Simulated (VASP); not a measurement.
Crystal: ZrN.

```
CELL_PARAMETERS angstrom
0.00000 2.27694 2.27694
2.27694 0.00000 2.27694
2.27694 2.27694 0.00000
ATOMIC_POSITIONS crystal
Zr 0.50000 0.50000 0.50000
N 0.00000 0.00000 0.00000
```

Base run:

```yaml
Program: VASP 6.6.1
Functional: PBE
Potentials_or_basis: VASP PAW PBE potentials, release 64 (Zr_sv, N)
Cutoff: 520 eV
k_mesh: 14 × 14 × 14
Occupations: methfessel-paxton, width 0.1 eV
Spin: no spin polarisation
```

Its results: pressure 7.4 GPa.

The run is repeated on the same cell with these changes: functional from PBE to LDA; potentials or basis from VASP PAW PBE potentials, release 64 (Zr_sv, N) to VASP PAW LDA potentials, release 64 (Zr_sv, N). What comes out?

Pressure -4.5 GPa.
